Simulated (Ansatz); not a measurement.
# Li: relaxation of cell and atoms with PBE+D3(BJ)

Crystal: Li.

```xyz
1
Lattice="-1.7547 1.7547 1.7547 1.7547 -1.7547 1.7547 1.7547 1.7547 -1.7547" Properties=species:S:1:pos:R:3 pbc="T T T"
Li    0.0000    0.0000    0.0000
```

```
Program             : Ansatz 0.2.0
Task                : relaxation of cell and atoms
Functional          : PBE
Dispersion          : D3(BJ)
Potentials or basis : Ansatz PAW
Cutoff              : 420 eV (not typed: the program's choice for these potentials)
k mesh              : 11 × 11 × 11
Occupations         : fermi-dirac, width 0.05 eV
Spin                : no spin polarisation
```

The relaxed volume is 18.36 Å³/atom. The relaxed cell is a = 2.879 Å, b = 2.879 Å, c = 2.879 Å, α = 109.47°, β = 109.47°, γ = 109.47°, the space group after relaxing (to 0.05 Å) is Im-3m (No. 229) and the energy gained by relaxing is 22.8 meV/atom. The ionic steps are 5. The pressure after relaxing is 0.0 GPa and the band gap on the k mesh is none (metal or under the smearing width).

Step by step:
```csv
step,energy change (eV),largest force (eV/Å),volume (Å³)
1,0.0000,0.0000,21.61
2,-0.0146,0.0000,20.19
3,-0.0224,0.0000,17.92
4,-0.0228,0.0000,18.36
5,-0.0228,0.0000,18.36
```

Final structure:
```
Li
1.0
    -1.66193    1.66193    1.66193
     1.66193   -1.66193    1.66193
     1.66193    1.66193   -1.66193
Li
1
Direct
  0.00000 0.00000 0.00000
```

Levels at points of the mesh, in eV from the Fermi level:
| k point | band 1 | band 2 | band 3 | band 4 | band 5 | band 6 |
| --- | --- | --- | --- | --- | --- | --- |
| (0.00, 0.00, 0.00) | -46.36 | -3.71 | 15.66 | 15.66 | 15.66 | 20.63 |

Run time: 1.4 s on 2 threads of Intel(R) Xeon(R) Processor @ 2.70GHz, on a shared host, peak memory 0.3 GiB.

The cell as given is a measured one (21.61 Å³/atom); PBE+D3(BJ) puts the equilibrium volume -15.0 % from it, thermal expansion not counted.

Caveat: the volume moved by over 15 % at a fixed basis, so the end points are rough; the plane-wave basis is chosen anew once the cell has moved, so the energies of steps on either side of that aren't comparable; the volume moved by -15 % from the deposited cell, more than functionals usually miss; pairwise dispersion overbinds metals, which lowers pressure and volume.
